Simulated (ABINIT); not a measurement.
Crystal: LiCl.

```xyz
2
Lattice="0.0000 2.5648 2.5648 2.5648 0.0000 2.5648 2.5648 2.5648 0.0000" Properties=species:S:1:pos:R:3 pbc="T T T"
Cl    2.5648    2.5648    2.5648
Li    0.0000    0.0000    0.0000
```

Base run:

| Quantity | Value |
| --- | --- |
| Program | ABINIT 10.8.3 (patched build) |
| Functional | RPBE |
| Potentials or basis | JTH PAW PBE v2.0 |
| Cutoff | 680 eV |
| k mesh | 9 × 9 × 9 |
| Occupations | fermi-dirac, width 0.05 eV |
| Spin | no spin polarisation |

Its results: band gap on the k mesh 6.57 eV, direct; pressure 2.3 GPa.

The run is repeated on the same cell with these changes: functional from RPBE to WC. What comes out?

Band gap on the k mesh 6.12 eV, direct; pressure -1.2 GPa.

WC binds more tightly than RPBE, so the same cell stands under less pressure.

Caveats: the PAW data sets were made with another functional, which shifts forces and pressure a little.
